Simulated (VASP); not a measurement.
# SnO: relaxation with set parts of the cell free, by free to move

SnO, P1 (no. 1), 4 atoms in the cell. PBE, constrained relaxation; PAW potentials Sn_d, O (PBE set).

| Free to move | Volume (Å³/atom) | Pressure in a fresh run at the final cell (GPa) | Pressure printed at the end of the relaxation (GPa) | Ionic steps, all stages | Electronic steps, all stages | Time (s) |
|---|---|---|---|---|---|---|
| atoms | 18.057 | 1.49 | 1.49 | 11 | 86 | 146 |
| atoms, shape and volume | 18.902 | -0.04 | -0.04 | 18 | 143 | 228 |
| atoms and shape at fixed volume | 18.057 | 1.16 | 1.16 | 12 | 98 | 162 |
| atoms and volume | 18.649 | -0.01 | -0.01 | 14 | 115 | 147 |
| atoms and the z components of the lattice | 18.725 | 0.84 | 0.84 | 20 | 151 | 212 |
| atoms and the x and y components of the lattice | 18.428 | 0.22 | 0.22 | 13 | 108 | 151 |
| atoms and the y and z components of the lattice | 18.892 | 0.02 | 0.02 | 22 | 164 | 218 |

Limits: the start was distorted on purpose (random strain, atoms moved at random), so the space group given is the start's and not the crystal's; the crystal is layered and the functional holds no dispersion, so the layer spacing and the volume aren't physical.

## Input of the first row

INCAR.step1:
```
SYSTEM = SnO
PREC = Accurate
ENCUT = 550
EDIFF = 1E-6
ISMEAR = 0
SIGMA = 0.05
LREAL = .False.
LASPH = .True.
NELM = 100
ALGO = Normal
LWAVE = .False.
LCHARG = .False.
IBRION = 2
NSW = 60
ISIF = 2
EDIFFG = -0.01
POTIM = 0.5
KPAR = 8
```

INCAR.step3, as INCAR.step1 but for:
```
- IBRION = 2
- NSW = 60
- EDIFFG = -0.01
- POTIM = 0.5
+ NSW = 0
```

KPOINTS:
```
k-points
0
Gamma
  5 5 4
```

POSCAR.step1:
```
SnO
1.0
    3.8268750000     -0.0091820000     -0.0039380000
   -0.0091820000      3.8482230000      0.0195930000
   -0.0050460000      0.0251060000      4.9047300000
Sn O
2 2
Direct
    0.5078200000      0.0028760000      0.7637610000
   -0.0121480000      0.5038900000      0.2356040000
   -0.0028690000     -0.0000360000     -0.0005430000
    0.5071970000      0.4932700000      0.0011780000
```

POSCAR.step3:
```
SnO
1.0
    3.8268750000     -0.0091820000     -0.0039380000
   -0.0091820000      3.8482230000      0.0195930000
   -0.0050460000      0.0251060000      4.9047300000
Sn O
2 2
Direct
    0.4997590456      0.0022757796      0.7620061495
    0.0003576623      0.4975739773      0.2379857919
    0.9999883818      0.0004892143      0.0011481075
    0.4998949103      0.4996610287      0.9988599512
```

Commands (each step's output is kept before the next begins):
```
cat potpaw_PBE.64/Sn_d/POTCAR potpaw_PBE.64/O/POTCAR > POTCAR
cp INCAR.step1 INCAR
cp POSCAR.step1 POSCAR
mpirun -np 8 vasp_std > vasp.out
cp CONTCAR POSCAR
mpirun -np 8 vasp_std > vasp.out
cp CONTCAR POSCAR
cp INCAR.step3 INCAR
cp POSCAR.step3 POSCAR
mpirun -np 8 vasp_std > vasp.out
```

Changes of the last row against the first:
```
- ISIF = 2
+ ISIF = 3
+ LATTICE_CONSTRAINTS = .FALSE. .TRUE. .TRUE.
```

VASP 6.6.1 took 146 s on 8 cores (Intel Xeon Platinum 8488C (Sapphire Rapids)), a shared host.
